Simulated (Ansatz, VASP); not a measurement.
## BAs: VASP beside Ansatz

```
CELL_PARAMETERS angstrom
0.00000 2.39973 2.39973
2.39973 0.00000 2.39973
2.39973 2.39973 0.00000
ATOMIC_POSITIONS crystal
B 0.00000 0.00000 0.00000
As 0.75000 0.75000 0.75000
```

Alike in both runs: task single point; functional PBEsol; k mesh 12 × 12 × 12; occupations gaussian, width 0.05 eV; no spin polarisation.

|  | VASP | Ansatz |
| --- | --- | --- |
| version | VASP 6.6.1 | Ansatz 0.2.0 |
| potentials or method | VASP PAW PBE potentials, release 64 (B, As) | scalar-relativistic, plane waves, PAW |
| plane-wave cutoff (eV) | 520 | 420 |
| valence electrons in the cell | 8 | 18 |

```tsv
	VASP	Ansatz	Ansatz less VASP
gap on the k mesh at the Fermi level (eV)	1.10	1.11	+0.009
least direct gap on the mesh (eV)	3.22	3.23	+0.004
pressure (GPa)	-1.9	-2.7	-0.80
```

The two sets of potentials don't hold the same shells in valence.

Caveats: the PAW data sets were made with another functional, which shifts forces and pressure a little (VASP). A k mesh can miss the band edges.
